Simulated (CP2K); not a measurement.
Pt:

```
CELL_PARAMETERS angstrom
2.77313 0.00000 0.00000
1.38657 2.40160 0.00000
1.38657 0.80053 2.26425
ATOMIC_POSITIONS crystal
Pt 0.00000 0.00000 0.00000
```

Base run:

```yaml
Program: CP2K 2026.2
Functional: r2SCAN
Dispersion: D3(BJ)+ATM
Potentials_or_basis: POTENTIAL_UZH Pt GTH-SCAN-q18; TZVP-MOLOPT-SCAN-GTH basis
Density_cutoff: 9184 eV
k_mesh: 12 × 12 × 12
Occupations: fermi-dirac, width 0.05 eV
Spin: no spin polarisation
```

Its results: band gap on the k mesh none (metal or under the smearing width); pressure 5.5 GPa.

Question: After a change of settings the same cell gave: band gap on the k mesh none (metal or under the smearing width); pressure 3.9 GPa. Which change was it?
A. dispersion from D3(BJ)+ATM to none
B. dispersion from D3(BJ)+ATM to rVV10
C. dispersion from D3(BJ)+ATM to D3(BJ)
D. dispersion from D3(BJ)+ATM to D4

Answer: C.

Caveats: the basis of atomic orbitals isn't converged, which shifts pressures, moduli and gaps; pairwise dispersion overbinds metals, which lowers pressure and volume.
